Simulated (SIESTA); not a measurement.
Crystal: Ge.

```
Ge
1.0
     0.00000    2.82891    2.82891
     2.82891    0.00000    2.82891
     2.82891    2.82891    0.00000
Ge
2
Direct
  0.75000 0.75000 0.75000
  0.50000 0.50000 0.50000
```

Base run:

* Program: SIESTA 5.4.2
* Functional: PBE
* Potentials or basis: PseudoDojo 0.4 standard (PBE files)
* Basis: DZP (energy shift 0.003 Ry; two zetas on semicore shells)
* Grid cutoff: 800 Ry
* Energy shift: 0.003 Ry
* k mesh: 8 × 8 × 8
* Occupations: fermi-dirac, width 0.05 eV
* Spin: no spin polarisation

Its results: band gap on the k mesh 0.07 eV, direct; pressure 5.1 GPa.

Task: The run is repeated on the same cell with these changes: functional from PBE to vdW-DF-cx. What comes out?

Result: Band gap on the k mesh none (metal or under the smearing width); pressure 3.3 GPa.

Caveats: the basis of atomic orbitals isn't converged, which shifts pressures, moduli and gaps; the potentials were made for another functional, which shifts forces and pressure (some runs).
